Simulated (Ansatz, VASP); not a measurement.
**Two plane-wave programs on SrO**

```
CELL_PARAMETERS angstrom
0.00000 2.83419 2.83419
2.83419 0.00000 2.83419
2.83419 2.83419 0.00000
ATOMIC_POSITIONS crystal
Sr 0.00000 0.00000 0.00000
O 0.25000 0.25000 0.25000
```

Alike in both runs: task single point; functional PBE; k mesh 6 × 6 × 6; no spin polarisation.

```csv
,VASP,Ansatz
version,VASP 6.6.1,Ansatz 0.2.0
potentials or method,"VASP PAW PBE potentials, release 64 (Sr_sv, O)","plane waves, PAW"
plane-wave cutoff (eV),520,420
occupations,"gaussian, width 0.01 eV",fixed
valence electrons in the cell,16,16
```

|  | VASP | Ansatz | Ansatz less VASP |
| --- | --- | --- | --- |
| gap on the k mesh at the Fermi level (eV) | 2.41 | 2.41 | -0.004 |
| pressure (GPa) | -1.3 | -1.7 | -0.38 |

A k mesh can miss the band edges. PBE gaps usually lie below the measured ones, often by a third to a half.
